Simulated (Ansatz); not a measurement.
# Pt: the cost of one run

Computed with Ansatz 0.2.0 (DFT PBE, scalar-relativistic, plane waves, PAW, unless a step's input says otherwise).

The COD entry's cell or inner coordinates are ideal or old and differ from later refinements, so a difference from it is no clean test against experiment.

2 further runs of the same task are left out: 2 set aside as unsound or not needed.

## Step 1: The structure to begin with

It takes space group Fm-3m (No. 225, cubic). The conventional cell has a = 3.970 Å, b = 3.970 Å, c = 3.970 Å, α = 90.00°, β = 90.00°, γ = 90.00°. Pt (site symmetry m-3m) has 12 Pt at 2.81 Å in its first shell of neighbours.

As a file:

```
Pt
1.0
     0.00000    1.98506    1.98506
     1.98506    0.00000    1.98506
     1.98506    1.98506    0.00000
Pt
1
Cartesian
  0.0000 0.0000 0.0000
```

It is the result of an earlier relaxation at this level (volume 15.64 Å³/atom; gap on the mesh: none (metal)).

## Step 2: Zero of energy

Reference values: F = -12523.0315 eV; pressure -0.04 GPa; largest force 0.000 eV/Å; gap on the mesh none (metal). It was computed beforehand with the settings of the runs below.

## Step 3: Breaking the symmetry

Cell sheared at random, sigma 0.1. Displacements in the unstrained cell, with the mean shift removed:

```
atom  ux (Å)  uy (Å)  uz (Å)
 Pt1   0.000   0.000   0.000
```

Strain (xx, yy, zz, yz, xz, xy; engineering shear): (0.0771, -0.1152, 0.0381, -0.2575, -0.2144, 0.1390).

## Step 4: The disturbed cell, one point

File input.yaml:

```yaml
crystal:
  lattice:
    - [-0.0748908619, 1.5008218931, 1.8051215408]
    - [1.9252834548, -0.117594076, 1.8478247549]
    - [2.2760804904, 1.8943221429, -0.4683911116]
  atoms:
    - { symbol: Pt, position: [0.0, 0.0, 0.0] }
basis:
  ecutwfc: 420
kpoints:
  mp_grid: { grid: [14, 14, 14] }
hamiltonian:
  xc: pbe
scf:
  occupations: { method: gaussian, width: 0.15 }
output:
  forces: true
  stress: true
  eigenvalues: true
```

Command:

```sh
$ ansatz run input.yaml --threads 2 --pin off --max-ram 5120MiB --backend cpu --events-out ev --progress --plain --runs-dir out
```

What time and memory should one allow on 2 threads of Oxide Virtual Turin-like (Zen 5), shared host?

About 5.7 s, with a peak of 0.56 GiB.
